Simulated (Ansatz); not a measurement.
# CdSe: the crystal squeezed far

How does CdSe (rocksalt type) answer strong compression? Methods of the runs shown: PAW. Its runs: cell relaxed at zero pressure (PAW); volume scaled by 1 (PAW); volume scaled by 0.94 (PAW); volume scaled by 0.88 (PAW); volume scaled by 0.8 (PAW); volume scaled by 0.72 (PAW and PAW (core large)); volume scaled by 0.64 (PAW); volume scaled by 0.55 (PAW and PAW (source ansatz)).

Computed with Ansatz 0.2.0 (DFT PBE, with the methods named in each step, unless a step's input says otherwise).

### Step 1. The starting structure

It takes space group Fm-3m (No. 225, cubic). Conventional cell: a = 5.379 Å, b = 5.379 Å, c = 5.379 Å, α = 90.00°, β = 90.00°, γ = 90.00°. Cd (site symmetry m-3m) is surrounded by 6 Se at 2.69 Å. Se (site symmetry m-3m) has 6 Cd at 2.69 Å as nearest neighbours.

Structure file:

```cif
data_structure
_symmetry_space_group_name_H-M 'Fm-3m'
_symmetry_Int_Tables_number 225
_cell_length_a 5.3786
_cell_length_b 5.3786
_cell_length_c 5.3786
_cell_angle_alpha 90.000
_cell_angle_beta 90.000
_cell_angle_gamma 90.000
_cell_volume 155.60
loop_
_atom_site_label
_atom_site_type_symbol
_atom_site_symmetry_multiplicity
_atom_site_Wyckoff_symbol
_atom_site_fract_x
_atom_site_fract_y
_atom_site_fract_z
_atom_site_occupancy
Cd1 Cd 4 a 0.00000 0.00000 0.00000 1
Se1 Se 4 b 0.50000 0.00000 0.00000 1
```

The file gives the conventional cell by its symmetry; the runs use the cell typed in the input.

Whether this phase is the stable one at these pressures isn't tested.

Atoms are numbered in the order of the input: Cd1, Se2.

### Step 2. Cell relaxed at zero pressure, PAW

input.yaml reads:

```yaml
crystal:
  lattice:
    - [0.0, 2.6892810254, 2.6892810254]
    - [2.6892810254, 0.0, 2.6892810254]
    - [2.6892810254, 2.6892810254, 0.0]
  atoms:
    - { symbol: Cd, position: [0.0, 0.0, 0.0] }
    - { symbol: Se, position: [0.5, 0.5, 0.5] }
kpoints:
  mp_grid: { grid: [14, 14, 14] }
scf:
  occupations: { method: fermi_dirac, width: 0.1 }
hamiltonian:
  xc: pbe
  pseudopotentials: { kind: paw }
output:
  forces: true
  stress: true
relax:
  f_tol: 0.005
  max_steps: 40
  cell: {}
```

On the command line:

```
> ansatz run input.yaml --threads 1 --pin off --max-ram 2048MiB --backend cpu --events-out ev --progress --plain --runs-dir out
```

After this run come: Volume scaled by 1, PAW; Volume scaled by 0.94, PAW; Volume scaled by 0.88, PAW; Volume scaled by 0.8, PAW; Volume scaled by 0.72, PAW; Volume scaled by 0.72, PAW (core large); Volume scaled by 0.64, PAW; Volume scaled by 0.55, PAW; Volume scaled by 0.55, PAW (source ansatz).

**Question.** What will these runs give? Wanted: PAW pressure at 0.55 of the volume; fitted bulk modulus at zero pressure.

The runs gave:

| quantity | value |
| --- | --- |
| PAW pressure at 0.55 of the volume | 148.9 GPa |
| fitted bulk modulus at zero pressure (PAW) | 61 GPa |
| its pressure derivative | 4.61 |

**Reading.** By PAW the pressure climbs to 149 GPa at 0.55 of the first volume. One third-order Birch-Murnaghan curve follows these points (B₀ = 61 GPa, B′ = 4.61, misfit at most 0.14 GPa). A fit over so wide a range leans to the high pressures, so B₀ can be off by several per cent. No all-electron run checks these rows here, and frozen cores can fail under such compression. The ions are at rest, and the electrons smeared by 0.1 eV.
